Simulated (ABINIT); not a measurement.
# Si (Fd-3m) in ABINIT: a series of runs

The runs below take Si through band structure, with SOGGA, r2SCAN.

Program: ABINIT 10.8.3 (patched build). These are calculated values, not measurements. Logs are shortened: lines on timing, memory, paths and dates and some standing lists are left out, and cuts for length are marked. The log counts tension as positive stress, the text compression.

## (1) The structure

The structure is cubic, space group Fd-3m (No. 227). The conventional cell has a = 5.444 Å, b = 5.444 Å, c = 5.444 Å, α = 90.00°, β = 90.00°, γ = 90.00°. Si (site symmetry -43m) is surrounded by 4 Si at 2.36 Å.

## (2) Band structure, SOGGA

run.abi

```
# Datasets: ground state, then fixed potential
ndtset 2

# Pseudopotentials
pp_dirpath "./"
pseudos "Si.GGA_PBE-JTH.xml"

# Structure
acell 3*1.0 Angstrom
rprim
     0.0000000000     2.7218511865     2.7218511865
     2.7218511865     0.0000000000     2.7218511865
     2.7218511865     2.7218511865     0.0000000000
ntypat 1
znucl 14
natom 2
typat 1 1
xred
     0.5000000000     0.5000000000     0.5000000000
     0.7500000000     0.7500000000     0.7500000000

# Plane-wave basis
ecut 15.0
pawecutdg 30.0

# Exchange and correlation
ixc -150130

# Bands and occupations
occopt 3
tsmear 0.05 eV

# SCF cycle
nstep 100

# Output
iomode 3
prtwf 0
prteig 0
prtebands 0
enunit 1
prtden1 1

# Dataset 1
kptopt1 1
ngkpt1 8 8 8
nshiftk1 1
shiftk1 0.0 0.0 0.0
nband1 8
tolvrs1 1.0e-9

# Dataset 2: bands along G-X-W-K-G-L-U-W-L-K
iscf2 -2
getden2 1
nband2 12
nbdbuf2 2
tolwfr2 1.0e-12
kptopt2 -9
ndivsm2 6
prteig2 1
kptbounds2
     0.0000000000     0.0000000000     0.0000000000
     0.5000000000     0.0000000000     0.5000000000
     0.5000000000     0.2500000000     0.7500000000
     0.3750000000     0.3750000000     0.7500000000
     0.0000000000     0.0000000000     0.0000000000
     0.5000000000     0.5000000000     0.5000000000
     0.6250000000     0.2500000000     0.6250000000
     0.5000000000     0.2500000000     0.7500000000
     0.5000000000     0.5000000000     0.5000000000
     0.3750000000     0.3750000000     0.7500000000
```

Potentials or basis: JTH PAW PBE v2.0.

Command:

```sh
$ abinit run.abi > log 2>&1
```

run.abo:

```text
.Version 10.8.3 of ABINIT
 DATASET    1 : space group Fd -3 m (#227); Bravais cF (face-center cubic)
================================================================================
 Values of the parameters that define the memory need for DATASET  1.
     intxc =       0    ionmov =       0      iscf =      17    lmnmax =       8
     lnmax =       4     mgfft =      27  mpssoang =       2    mqgrid =    3001
     natom =       2  nloc_mem =       2    nspden =       1   nspinor =       1
    nsppol =       1      nsym =      48    n1xccc =       1    ntypat =       1
    occopt =       3   xclevel =       2
       mpw =         775          nfft =       19683          nkpt =          29
 PAW method is used; the additional fine FFT grid is defined by:
   mgfftf=        36    nfftf =     46656
================================================================================
================================================================================

 DATASET    2 : space group Fd -3 m (#227); Bravais cF (face-center cubic)
================================================================================
 Values of the parameters that define the memory need for DATASET  2.
     intxc =       0    ionmov =       0      iscf =      -2    lmnmax =       8
     lnmax =       4     mgfft =      27  mpssoang =       2    mqgrid =    3001
     natom =       2  nloc_mem =       2    nspden =       1   nspinor =       1
    nsppol =       1      nsym =      48    n1xccc =       1    ntypat =       1
    occopt =       3   xclevel =       2
       mpw =         769          nfft =       19683          nkpt =         103
 PAW method is used; the additional fine FFT grid is defined by:
   mgfftf=        36    nfftf =     46656
================================================================================
================================================================================

--------------------------------------------------------------------------------
------------- Echo of variables that govern the present computation ------------
--------------------------------------------------------------------------------
 -outvars: echo values of preprocessed input variables --------
            acell      1.8897261259E+00  1.8897261259E+00  1.8897261259E+00 Bohr
              amu      2.80855000E+01
             ecut      1.50000000E+01 Hartree
           enunit           1
           getden1          0
           getden2          1
             iscf1         17
             iscf2         -2
                       outvar_i_n : Printing only first  50 k-points.
              ixc     -150130
           jdtset        1    2
                       outvar_i_n : Printing only first  50 k-points.
           kptopt1          1
           kptopt2         -9
         kptrlatt        8    0    0      0    8    0      0    0    8
          kptrlen1     5.81926627E+01
          kptrlen2     3.00000000E+01
[... 802 lines left out ...]
...

 Integrated electronic density in atomic spheres:
 ------------------------------------------------
 Atom  Sphere_radius  Integrated_density
    1        1.90945          1.53641020
    2        1.90945          1.53641020

================================================================================

 ----iterations are completed or convergence reached----

 Mean square residual over all n,k,spin=   59.021E-14; max=  99.979E-14
 reduced coordinates (array xred) for    2 atoms
       0.500000000000      0.500000000000      0.500000000000
       0.750000000000      0.750000000000      0.750000000000

 cartesian coordinates (angstrom) at end:
    1      2.72185118650000     2.72185118650000     2.72185118650000
    2      4.08277677975000     4.08277677975000     4.08277677975000
 length scales=  1.889726125908  1.889726125908  1.889726125908 bohr
              =  1.000000000000  1.000000000000  1.000000000000 angstroms
 Eigenvalues (   eV  ) for nkpt= 103  k points:
 kpt#   1, nband= 12, wtk=  1.00000, kpt=  0.0000  0.0000  0.0000 (reduced coord)
  -6.74751    5.22911    5.22911    5.22911    7.71611    7.71611    7.71611    8.47433
  12.79367   12.99432   12.99432   16.25190
 kpt#   2, nband= 12, wtk=  1.00000, kpt=  0.0294  0.0000  0.0294 (reduced coord)
  -6.73232    5.12486    5.16220    5.16220    7.67601    7.80177    7.80177    8.57602
  12.85819   12.86355   13.01114   16.28613
 kpt#   3, nband= 12, wtk=  1.00000, kpt=  0.0588  0.0000  0.0588 (reduced coord)
  -6.68689    4.84587    4.98499    4.98499    7.56263    8.03507    8.03507    8.84063
  12.51358   13.06160   13.06610   16.36052
 kpt#   4, nband= 12, wtk=  1.00000, kpt=  0.0882  0.0000  0.0882 (reduced coord)
  -6.61126    4.45555    4.74274    4.74274    7.39315    8.37034    8.37034    9.17815
  12.08945   13.14569   13.38354   16.49602
 kpt#   5, nband= 12, wtk=  1.00000, kpt=  0.1176  0.0000  0.1176 (reduced coord)
  -6.50560    4.00247    4.47156    4.47156    7.18784    8.77082    8.77082    9.46715
  11.73364   13.26338   13.79447   16.68520
 kpt#   6, nband= 12, wtk=  1.00000, kpt=  0.1471  0.0000  0.1471 (reduced coord)
  -6.37008    3.51475    4.19347    4.19347    6.96491    9.21375    9.21375    9.53462
[... 278 lines left out ...]
  -3.82476   -1.59464    1.51872    3.28007    6.92033   10.19502   10.41018   11.63886
  13.95511   14.14411   17.06943   18.91518
 kpt# 100, nband= 12, wtk=  1.00000, kpt=  0.4125  0.4125  0.6750 (reduced coord)
  -3.62435   -1.60985    1.15396    3.12501    6.72061   10.68919   10.98273   11.23750
  13.82604   13.91932   17.82810   19.35770
 kpt# 101, nband= 12, wtk=  1.00000, kpt=  0.4000  0.4000  0.7000 (reduced coord)
  -3.40378   -1.69434    0.91166    2.98584    6.54240   10.30932   11.58525   11.75908
  13.65390   13.74032   18.70051   19.78029
 kpt# 102, nband= 12, wtk=  1.00000, kpt=  0.3875  0.3875  0.7250 (reduced coord)
  -3.17963   -1.84967    0.81220    2.86680    6.39369    9.76744   12.17713   12.48930
  13.46662   13.64170   19.54024   20.13138
 kpt# 103, nband= 12, wtk=  1.00000, kpt=  0.3750  0.3750  0.7500 (reduced coord)
  -3.00478   -2.01182    0.84496    2.77087    6.27854    9.24445   12.63106   13.18870
  13.33463   13.74475   19.72704   20.30776

== END DATASET(S) ==============================================================
================================================================================

 -outvars: echo values of variables after computation  --------
            acell      1.8897261259E+00  1.8897261259E+00  1.8897261259E+00 Bohr
           etotal1    -7.9440512560E+00
            fcart1     2.6174952092E-28 -5.2349904184E-29  5.2349904184E-29
                      -2.6174952092E-28  5.2349904184E-29 -5.2349904184E-29
            rprim      0.0000000000E+00  2.7218511865E+00  2.7218511865E+00
                       2.7218511865E+00  0.0000000000E+00  2.7218511865E+00
                       2.7218511865E+00  2.7218511865E+00  0.0000000000E+00
           strten1     4.3008149859E-05  4.3008149859E-05  4.3008149859E-05
                       0.0000000000E+00  0.0000000000E+00  0.0000000000E+00
           xangst      2.7218511865E+00  2.7218511865E+00  2.7218511865E+00
                       4.0827767798E+00  4.0827767797E+00  4.0827767798E+00
             xred      5.0000000000E-01  5.0000000000E-01  5.0000000000E-01
                       7.5000000000E-01  7.5000000000E-01  7.5000000000E-01
 Calculation completed.
```

It took 39 s on 1 thread of Arm Neoverse V1, shared host; peak memory 0.11 GiB.

What came out:

```
Free energy                                           : -216.1686 eV
Pressure                                              : -1.3 GPa
Band gap on the k mesh                                : 0.46 eV, indirect (least direct gap 2.49 eV)
Band gap along the path                               : 0.42 eV, indirect (least direct gap 2.49 eV)
Valence electrons inside the program's atomic spheres : Si 1.54 (radii [1.0104] Å)
```

Levels at the corners of the path, in eV from the valence-band top:
| point | band 2 | band 3 | band 4 | band 5 | band 6 | band 7 |
| --- | --- | --- | --- | --- | --- | --- |
| Γ | 0.00 | 0.00 | 0.00 | 2.49 | 2.49 | 2.49 |
| X | -7.83 | -2.89 | -2.89 | 0.55 | 0.55 | 10.02 |
| W | -7.66 | -3.93 | -3.93 | 4.15 | 4.15 | 4.91 |
| K | -7.24 | -4.38 | -2.46 | 1.05 | 4.02 | 7.40 |
| Γ | 0.00 | 0.00 | 0.00 | 2.49 | 2.49 | 2.49 |
| L | -7.02 | -1.21 | -1.21 | 1.42 | 3.25 | 3.25 |
| U | -7.24 | -4.38 | -2.46 | 1.05 | 4.02 | 7.40 |
| W | -7.66 | -3.93 | -3.93 | 4.15 | 4.15 | 4.91 |
| L | -7.02 | -1.21 | -1.21 | 1.42 | 3.25 | 3.25 |
| K | -7.24 | -4.38 | -2.46 | 1.05 | 4.02 | 7.40 |

Caveat: the PAW data sets were made with another functional, which shifts forces and pressure a little.

## (3) Band structure, r2SCAN

Edit run.abi of step 2 so:

```diff
@@ -5,10 +5,10 @@
 pp_dirpath "./"
-pseudos "Si.GGA_PBE-JTH.xml"
+pseudos "Si.upf"
 
 # Structure
-acell 3*1.0 Angstrom
+acell 3.8492788627 3.8492788627 3.8492788627 Angstrom
 rprim
-     0.0000000000     2.7218511865     2.7218511865
-     2.7218511865     0.0000000000     2.7218511865
-     2.7218511865     2.7218511865     0.0000000000
+     0.0000000000     0.7071067812     0.7071067812
+     0.7071067812     0.0000000000     0.7071067812
+     0.7071067812     0.7071067812     0.0000000000
 ntypat 1
@@ -17,12 +17,14 @@
 typat 1 1
-xred
-     0.5000000000     0.5000000000     0.5000000000
-     0.7500000000     0.7500000000     0.7500000000
+xcart
+     5.1435532945     5.1435532945     5.1435532945
+     7.7153299417     7.7153299417     7.7153299417
 
 # Plane-wave basis
-ecut 15.0
-pawecutdg 30.0
+ecut 22.0
 
 # Exchange and correlation
-ixc -150130
+ixc -497498
+usekden 1
+nc_xccc_gspace 1
+boxcutmin 3.0
 
@@ -42,2 +44,3 @@
 prtden1 1
+prtkden1 1
 
@@ -54,2 +57,3 @@
 getden2 1
+getkden2 1
 nband2 12
@@ -60,2 +64,3 @@
 prteig2 1
+prtvol2 -3
 kptbounds2
```

Potentials or basis: PseudoDojo NC SR PBE v0.5 stringent.

Command:

```sh
$ abinit run.abi > log 2>&1
```

run.abo:

```text
.Version 10.8.3 of ABINIT
 DATASET    1 : space group Fd -3 m (#227); Bravais cF (face-center cubic)
================================================================================
 Values of the parameters that define the memory need for DATASET  1.
     intxc =       0    ionmov =       0      iscf =       7    lmnmax =       6
     lnmax =       6     mgfft =      48  mpssoang =       3    mqgrid =    3001
     natom =       2  nloc_mem =       1    nspden =       1   nspinor =       1
    nsppol =       1      nsym =      48    n1xccc =    2501    ntypat =       1
    occopt =       3   xclevel =       2
       mpw =        1356          nfft =      110592          nkpt =          29
================================================================================
================================================================================

 DATASET    2 : space group Fd -3 m (#227); Bravais cF (face-center cubic)
================================================================================
 Values of the parameters that define the memory need for DATASET  2.
     intxc =       0    ionmov =       0      iscf =      -2    lmnmax =       6
     lnmax =       6     mgfft =      48  mpssoang =       3    mqgrid =    3001
     natom =       2  nloc_mem =       1    nspden =       1   nspinor =       1
    nsppol =       1      nsym =      48    n1xccc =    2501    ntypat =       1
    occopt =       3   xclevel =       2
       mpw =        1367          nfft =      110592          nkpt =         103
================================================================================
================================================================================

--------------------------------------------------------------------------------
------------- Echo of variables that govern the present computation ------------
--------------------------------------------------------------------------------
 -outvars: echo values of preprocessed input variables --------
            acell      7.2740828327E+00  7.2740828327E+00  7.2740828327E+00 Bohr
              amu      2.80855000E+01
        boxcutmin      3.00000000E+00
             ecut      2.20000000E+01 Hartree
           enunit           1
           getden1          0
           getden2          1
[... 822 lines left out ...]
 length scales=  7.274082832749  7.274082832749  7.274082832749 bohr
              =  3.849278862700  3.849278862700  3.849278862700 angstroms
 Eigenvalues (   eV  ) for nkpt= 103  k points:
 kpt#   1, nband= 12, wtk=  1.00000, kpt=  0.0000  0.0000  0.0000 (reduced coord)
  -8.38988    4.25891    4.25891    4.25891    6.95444    6.95444    6.95444    7.65721
  12.50067   12.50067   12.73444   16.25592
 kpt#   2, nband= 12, wtk=  1.00000, kpt=  0.0294  0.0000  0.0294 (reduced coord)
  -8.37404    4.14622    4.18974    4.18974    6.91712    7.04369    7.04369    7.76689
  12.37373   12.51849   12.80323   16.29164
 kpt#   3, nband= 12, wtk=  1.00000, kpt=  0.0588  0.0000  0.0588 (reduced coord)
  -8.32656    3.84543    4.00584    4.00584    6.81091    7.28770    7.28770    8.05224
  12.04599   12.57194   13.00360   16.37702
 kpt#   4, nband= 12, wtk=  1.00000, kpt=  0.0882  0.0000  0.0882 (reduced coord)
  -8.24753    3.42584    3.75321    3.75321    6.65052    7.64004    7.64004    8.41896
  11.63239   12.66101   13.32025   16.50566
 kpt#   5, nband= 12, wtk=  1.00000, kpt=  0.1176  0.0000  0.1176 (reduced coord)
  -8.13710    2.93992    3.46933    3.46933    6.45407    8.06260    8.06260    8.74803
  11.27190   12.78568   13.73390   16.69862
 kpt#   6, nband= 12, wtk=  1.00000, kpt=  0.1471  0.0000  0.1471 (reduced coord)
  -7.99547    2.41776    3.17744    3.17744    6.23863    8.53134    8.53134    8.87432
[... 278 lines left out ...]
  -5.36111   -2.93547    0.41519    2.20536    6.25710    9.64943    9.84507   11.17347
  13.64802   13.79650   17.04637   18.77912
 kpt# 100, nband= 12, wtk=  1.00000, kpt=  0.4125  0.4125  0.6750 (reduced coord)
  -5.15040   -2.97204    0.05080    2.04378    6.06105   10.23612   10.44583   10.68824
  13.49009   13.56193   17.84342   19.23611
 kpt# 101, nband= 12, wtk=  1.00000, kpt=  0.4000  0.4000  0.7000 (reduced coord)
  -4.91874   -3.07981   -0.18708    1.89853    5.88392    9.81895   11.07769   11.26108
  13.29526   13.37561   18.75220   19.67499
 kpt# 102, nband= 12, wtk=  1.00000, kpt=  0.3875  0.3875  0.7250 (reduced coord)
  -4.68382   -3.25457   -0.28254    1.77418    5.73507    9.24104   11.69725   12.04524
  13.08822   13.27446   19.62602   20.04879
 kpt# 103, nband= 12, wtk=  1.00000, kpt=  0.3750  0.3750  0.7500 (reduced coord)
  -4.50059   -3.42823   -0.24816    1.67396    5.61924    8.68964   12.17348   12.79486
  12.93748   13.38307   19.77496   20.24887

== END DATASET(S) ==============================================================
================================================================================

 -outvars: echo values of variables after computation  --------
            acell      7.2740828327E+00  7.2740828327E+00  7.2740828327E+00 Bohr
           etotal1    -8.5326695765E+00
            fcart1    -5.2349904183E-29  2.6174952092E-29  2.6174952092E-29
                       5.2349904183E-29 -2.6174952092E-29 -2.6174952092E-29
            rprim      0.0000000000E+00  7.0710678120E-01  7.0710678120E-01
                       7.0710678120E-01  0.0000000000E+00  7.0710678120E-01
                       7.0710678120E-01  7.0710678120E-01  0.0000000000E+00
           strten1    -2.9104257108E-05 -2.9104257108E-05 -2.9104257108E-05
                       0.0000000000E+00  0.0000000000E+00  0.0000000000E+00
           xangst      2.7218511842E+00  2.7218511842E+00  2.7218511842E+00
                       4.0827767775E+00  4.0827767775E+00  4.0827767775E+00
             xred      4.9999999957E-01  4.9999999957E-01  4.9999999957E-01
                       7.4999999957E-01  7.4999999957E-01  7.4999999957E-01
 Calculation completed.
```

It took 5 min on 1 thread of Arm Neoverse V1, shared host; peak memory 0.12 GiB.

What came out:

```
Free energy                                           : -232.1858 eV
Pressure                                              : 0.9 GPa
Band gap on the k mesh                                : 0.74 eV, indirect (least direct gap 2.70 eV)
Band gap along the path                               : 0.70 eV, indirect (least direct gap 2.70 eV)
Valence electrons inside the program's atomic spheres : Si 1.77 (radii [1.0584] Å)
```

Levels at the corners of the path, in eV from the valence-band top:
| point | band 1 | band 2 | band 3 | band 4 | band 5 | band 6 | band 7 | band 8 | band 9 |
| --- | --- | --- | --- | --- | --- | --- | --- | --- | --- |
| Γ | -12.65 | 0.00 | 0.00 | 0.00 | 2.70 | 2.70 | 2.70 | 3.40 | 8.24 |
| X | -8.31 | -8.31 | -3.04 | -3.04 | 0.85 | 0.85 | 10.70 | 10.70 | 11.78 |
| W | -8.15 | -8.15 | -4.04 | -4.04 | 4.61 | 4.61 | 5.28 | 5.28 | 11.27 |
| K | -8.76 | -7.69 | -4.51 | -2.58 | 1.36 | 4.43 | 7.91 | 8.54 | 8.68 |
| Γ | -12.65 | 0.00 | 0.00 | 0.00 | 2.70 | 2.70 | 2.70 | 3.40 | 8.24 |
| L | -10.23 | -7.35 | -1.29 | -1.29 | 1.62 | 3.57 | 3.57 | 8.26 | 11.30 |
| U | -8.76 | -7.69 | -4.51 | -2.58 | 1.36 | 4.43 | 7.91 | 8.54 | 8.68 |
| W | -8.15 | -8.15 | -4.04 | -4.04 | 4.61 | 4.61 | 5.28 | 5.28 | 11.27 |
| L | -10.23 | -7.35 | -1.29 | -1.29 | 1.62 | 3.57 | 3.57 | 8.26 | 11.30 |
| K | -8.76 | -7.69 | -4.51 | -2.58 | 1.36 | 4.43 | 7.91 | 8.54 | 8.68 |

Caveat: a meta-GGA on potentials with a model core is unreliable; the potentials were made for another functional, which shifts forces and pressure. r2SCAN opens gaps a little over a GGA but as a rule still falls short of measured ones.

[end of part 1 of 2]
